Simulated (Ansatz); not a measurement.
## A series in volume per atom on AlAs

Results calculated with Ansatz 0.2.0, not measured. Periodic Kohn-Sham DFT of a crystal at fixed atoms; pressure and stress are positive in compression; the energy is the free energy less that of spherical unpolarised free atoms; site moments are those in the method's own spheres, positive along +z.

Cell of the first row (space group F-43m, No. 216):
```
cell vectors (Å)
   0.0000     2.7726     2.7726
   2.7726     0.0000     2.7726
   2.7726     2.7726     0.0000
atoms (fractions of the cell vectors)
Al  0.00000  0.00000  0.00000
As  0.75000  0.75000  0.75000
```

Settings of every row: method frozen-core PAW; functional PBE; relativity scalar; k mesh 10x10x10; filling fermi-dirac; smearing width 0.05 eV; wave cutoff 420 eV; paw set soft_2.

Atom start moment: 0 on all atoms.

| row | volume per atom (Å³) | pressure (GPa) |
| --- | --- | --- |
| 1 | 21.314 | 8.072 |
| 2 | 21.326 | 8.019 |
| 3 | 21.768 | 6.054 |
| 4 | 22.221 | 4.232 |
| 5 | 22.448 | 3.388 |
| 6 | 22.675 | 2.587 |
| 7 | 22.902 | 1.826 |
| 8 | 23.128 | 1.103 |
| 9 | 23.582 | ? |
| 10 | 24.035 | -1.446 |

Question: what pressure should row 9 give?

Worked fit of pressure. Take u = (V_r/V)^(2/3) − 1 with V_r = 22.448 Å³ an atom, which is twice the finite (Eulerian) strain; such expansions in the strain, on which the Birch-Murnaghan equation of state is built, carry the rest volume and the bulk modulus. The shown rows have u = 0.03516, 0.03477, 0.02072, 0.0068, 0, -0.00669, -0.01326, -0.0197, -0.04452. Least squares give pressure = 3.3888 + 122.039 × u + 311.34 × u² + 212 × u³ GPa; a parabola predicts inner rows, each left out in turn, worse (root mean square 0.004 against 0.0018 GPa). The rows lie off it by -0.002, 0.002, 0.001, -0.001, -0.001, 0.001, 0.001, -0.001, 0.000. The pressure vanishes at u = -0.0300, or V = 23.5 Å³ an atom, and there the bulk modulus at fixed shape and fractions is B = −V dP/dV = (2/3)(1 + u) dP/du = 67.2 GPa. The withheld row has u = -0.03232, so the fit gives 3.3888 + 122.039 × (-0.03232) + 311.34 × (-0.03232)² + 212 × (-0.03232)³ = -0.237 GPa.

The calculation gave -0.237 GPa. The fit meets it to the printed digit.
